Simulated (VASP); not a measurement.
# Na2S (Fm-3m) in VASP: further runs, part 2 of 2

VASP 6.6.1. Earlier steps stand in the parts before.

## Step 5: Single point, PBE

Contents of INCAR:

```
SYSTEM = Na2S
PREC = Accurate
ENCUT = 340
EDIFF = 1E-6
ISMEAR = 0
SIGMA = 0.05
LREAL = .FALSE.
LASPH = .TRUE.
NELM = 100
ALGO = Normal
ISIF = 2
LWAVE = .FALSE.
LCHARG = .FALSE.
GGA = PE
NBANDS = 17
ADDGRID = .FALSE.
```

Contents of KPOINTS:

```
Automatic mesh
0
G
  3 3 3
  0 0 0
```

Contents of POSCAR:

```
Na2S
1.0
    0.0000000000      3.2735000000      3.2735000000
    3.2735000000      0.0000000000      3.2735000000
    3.2735000000      3.2735000000      0.0000000000
S Na
1 2
Direct
    0.0000000000      0.0000000000      0.0000000000
    0.7500000000      0.7500000000      0.7500000000
    0.2500000000      0.2500000000      0.2500000000
```

Potentials or basis: VASP PAW PBE potentials, release 64 (S, Na_pv).

Launch:

```sh
$ cat potpaw_PBE.64/S/POTCAR potpaw_PBE.64/Na_pv/POTCAR > POTCAR
$ mpirun -np 1 vasp_std > vasp.out
```

OUTCAR:

```text
SYSTEM = Na2S
   PREC = Accurate
   ENCUT = 340
   EDIFF = 1E-6
   ISMEAR = 0
   LREAL = .FALSE.
   LASPH = .TRUE.
   NELM = 100
   ISIF = 2
   GGA = PE

 Found      4 irreducible k-points:

 Following reciprocal coordinates:
            Coordinates               Weight
  0.000000  0.000000  0.000000      1.000000
  0.333333  0.000000  0.000000      8.000000
  0.333333  0.333333  0.000000      6.000000
 -0.333333  0.333333  0.000000     12.000000
   k-points           NKPTS =      4   k-points in BZ     NKDIM =      4   number of bands    NBANDS=     17
   number of dos      NEDOS =    301   number of ions     NIONS =      3
   total plane-waves  NPLWV =  21952
   dimension x,y,z NGX =    28 NGY =   28 NGZ =   28
   dimension x,y,z NGXF=    56 NGYF=   56 NGZF=   56
   ions per type =               1   2
   NGX,Y,Z   is equivalent  to a cutoff of  10.05, 10.05, 10.05 a.u.
   NGXF,Y,Z  is equivalent  to a cutoff of  20.11, 20.11, 20.11 a.u.
 SYSTEM =  Na2S
   PREC   = accura    normal or accurate (medium, high low for compatibility)
   ISTART =      0    job   : 0-new  1-cont  2-samecut
   ICHARG =      2    charge: 1-file 2-atom 10-const
   ISPIN  =      1    spin polarized calculation?
   LNONCOLLINEAR =      F non collinear calculations
   LSORBIT =      F    spin-orbit coupling
[... 55 lines left out ...]
 cond. band min:       2.6654259200   @ k =   0.0000   0.0000   0.0000
 fundamental gap:      2.4606355972
 Fermi energy:         0.4382033274

 k-point     1 :       0.0000    0.0000    0.0000
  band No.  band energies     occupation
      1     -22.0687      2.00000
      2     -22.0687      2.00000
      3     -22.0687      2.00000
      4     -22.0155      2.00000
      5     -22.0155      2.00000
      6     -22.0155      2.00000
[... 57 lines left out ...]
      4     -22.0255      2.00000
      5     -22.0234      2.00000
      6     -22.0053      2.00000
[... 9 lines left out ...]
     16      10.2577      0.00000
     17      13.3234      0.00000

------------------------ aborting loop because EDIFF is reached ----------------------------------------

  FORCE on cell =-STRESS in cart. coord.  units (eV):
  Direction    XX          YY          ZZ          XY          YZ          ZX
  --------------------------------------------------------------------------------------
  -------------------------------------------------------------------------------------
  Total        0.1396296      0.1396296      0.1396296     -0.0000000     -0.0000000      0.0000000
  in kB        3.1887553      3.1887553      3.1887553     -0.0000000     -0.0000000      0.0000000
  external PRESSURE =       3.1887553 kB  Pullay stress =       0.0000000 kB

 VOLUME and BASIS-vectors are now :
 -----------------------------------------------------------------------------
  energy-cutoff  :      340.00
  volume of cell :       70.16
      direct lattice vectors                 reciprocal lattice vectors
     0.000000000  3.273500000  3.273500000    -0.152741714  0.152741714  0.152741714
     3.273500000  0.000000000  3.273500000     0.152741714 -0.152741714  0.152741714
     3.273500000  3.273500000  0.000000000     0.152741714  0.152741714 -0.152741714

 POSITION                                       TOTAL-FORCE (eV/Angst)
 -----------------------------------------------------------------------------------
      0.00000      0.00000      0.00000         0.000000     -0.000000      0.000000
      4.91025      4.91025      4.91025         0.000000      0.000000      0.000000
      1.63675      1.63675      1.63675        -0.000000     -0.000000     -0.000000
 -----------------------------------------------------------------------------------
    total drift:                                0.000000      0.000000      0.000000

  FREE ENERGIE OF THE ION-ELECTRON SYSTEM (eV)
  ---------------------------------------------------
  free  energy   TOTEN  =        -9.9465785622 eV

  energy  without entropy=       -9.9465785622  energy(sigma->0) =       -9.94657856
```

OSZICAR:

```text
N       E                     dE             d eps       ncg     rms          rms(c)
DAV:   1     0.131846333759E+03    0.13185E+03   -0.82816E+03   136   0.903E+02
DAV:   2    -0.201827594630E+01   -0.13386E+03   -0.13070E+03   169   0.277E+02
DAV:   3    -0.106794114621E+02   -0.86611E+01   -0.86302E+01   173   0.766E+01
DAV:   4    -0.108138672475E+02   -0.13446E+00   -0.13440E+00   158   0.105E+01
DAV:   5    -0.108163547957E+02   -0.24875E-02   -0.24874E-02   164   0.133E+00    0.369E+00
DAV:   6    -0.999195701147E+01    0.82440E+00   -0.16280E+00   172   0.545E+00    0.298E+00
DAV:   7    -0.993474141184E+01    0.57216E-01   -0.24458E-01   150   0.207E+00    0.191E+00
DAV:   8    -0.994436575870E+01   -0.96243E-02   -0.17037E-02   140   0.105E+00    0.484E-01
DAV:   9    -0.994496821422E+01   -0.60246E-03   -0.20522E-03   156   0.288E-01    0.218E-01
DAV:  10    -0.994650846798E+01   -0.15403E-02   -0.14758E-03   140   0.177E-01    0.694E-02
DAV:  11    -0.994656659724E+01   -0.58129E-04   -0.70201E-05   140   0.660E-02    0.348E-02
DAV:  12    -0.994657960205E+01   -0.13005E-04   -0.29613E-05   140   0.263E-02    0.252E-02
DAV:  13    -0.994657818832E+01    0.14137E-05   -0.54885E-06   141   0.106E-02    0.710E-03
DAV:  14    -0.994657856215E+01   -0.37384E-06   -0.10386E-06   132   0.447E-03
   1 F= -.99465786E+01 E0= -.99465786E+01  d E =-.107551E-11
```

stdout:

```text
POSCAR found type information on POSCAR S Na
 POSCAR found :  2 types and       3 ions
 scaLAPACK will be used
 LDA part: xc-table for (Slater+PW92), standard interpolation
 POSCAR, INCAR and KPOINTS ok, starting setup
 FFT: planning ... GRIDC
 FFT: planning ... GRID_SOFT
 FFT: planning ... GRID
 WAVECAR not read
 entering main loop
```

It took 3 s on 1 thread of Intel Xeon Platinum 8488C (Sapphire Rapids), shared host; peak memory 0.14 GiB.

These settings aren't checked as converged: the numbers below hold their error.

Results:

* Free energy: -9.9466 eV
* Pressure: 0.3 GPa
* Band gap on the k mesh: 2.46 eV, direct

Caveat: the k mesh is coarse (spacing up to 0.55 Å⁻¹), so the values aren't converged.

## Step 6: The reference run

An earlier run on the cell as given: functional PBE; potentials or basis VASP PAW PBE potentials, release 64 (S, Na_pv); cutoff 520 eV; k mesh 7 × 7 × 7; occupations fermi-dirac, width 0.05 eV; no spin polarisation.

* Pressure: 0.3 GPa
* Band gap on the k mesh: 2.48 eV, direct

## Step 7: Summary

| potentials or basis | k mesh | cutoff (eV) | smearing | gap on the mesh (eV) | pressure (GPa) |
| --- | --- | --- | --- | --- | --- |
| VASP PAW PBE potentials, release 64 (S_GW, Na_sv_GW) | 4 × 4 × 4 | 500 | gaussian 0.02 eV | 2.48 | 0.1 |
| VASP PAW PBE potentials, release 64 (S, Na_pv) | 10 × 10 × 10 | 900 | gaussian 0.05 eV | 2.48 | 0.3 |
| VASP PAW PBE potentials, release 64 (S, Na_pv) | 7 × 7 × 7 | 520 | fermi-dirac 0.05 eV | 2.48 | 0.3 |

Alike in all rows: task single point; level PBE; no spin polarisation; cell as given.

Absolute energies hang on the potentials; compare differences alone.
